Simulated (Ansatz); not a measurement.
Computed with Ansatz 0.2.0, DFT r2SCAN, scalar-relativistic, plane waves, PAW. All cells share a 500 eV cutoff and Γ-centred k meshes spaced at most 0.3 Å⁻¹ (0.19 for metals, 2π included).

Temperature and zero-point effects are left out. The comparison covers the computed candidates alone. No run is spin-polarised.

Problem. Which is lower for SnO₂, the rutile or the fluorite structure, and by how much?

Solution. The rutile structure, by 281 meV/atom. It takes 12.1 Å³/atom against 10.8.